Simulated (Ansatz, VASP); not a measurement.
# As in VASP and in Ansatz

```
As
1.0
     1.88080    1.08588    3.51406
    -1.88080    1.08588    3.51406
     0.00000   -2.17176    3.51406
As
2
Cartesian
  0.0000 0.0000 2.3825
  0.0000 0.0000 8.1597
```

Alike in both runs: functional PBE; k mesh 9 × 9 × 9; occupations gaussian, width 0.02 eV; no spin polarisation.

|  | VASP | Ansatz |
| --- | --- | --- |
| version | VASP 6.6.1 | Ansatz 0.2.0 |
| potentials or method | VASP PAW PBE potentials, release 64 (As) | Ansatz PAW |
| plane-wave cutoff (eV) | 520 | 420 |
| valence electrons in the cell | 10 | 30 |
| task | electric field gradients | single point |

Ansatz gave:

| Property | Result |
| --- | --- |
| gap on the k mesh at the Fermi level (eV) | none |
| pressure (GPa) | 3.7 |
| largest component of the traceless stress (GPa) | 0.30 |
| rms of the force components (eV/Å) | 0.249 |

What did VASP give for the same quantities?

gap on the k mesh at the Fermi level (eV): none; pressure (GPa): 4.1; largest component of the traceless stress (GPa): 0.40; rms of the force components (eV/Å): 0.284.

Atom by atom the forces differ by 0.035 eV/Å (rms over components). A gap of «none» marks a metal or a gap that the smearing closes. With one functional, cell and mesh, what is left measures potentials, basis and numerics. The two sets of potentials don't hold the same shells in valence.
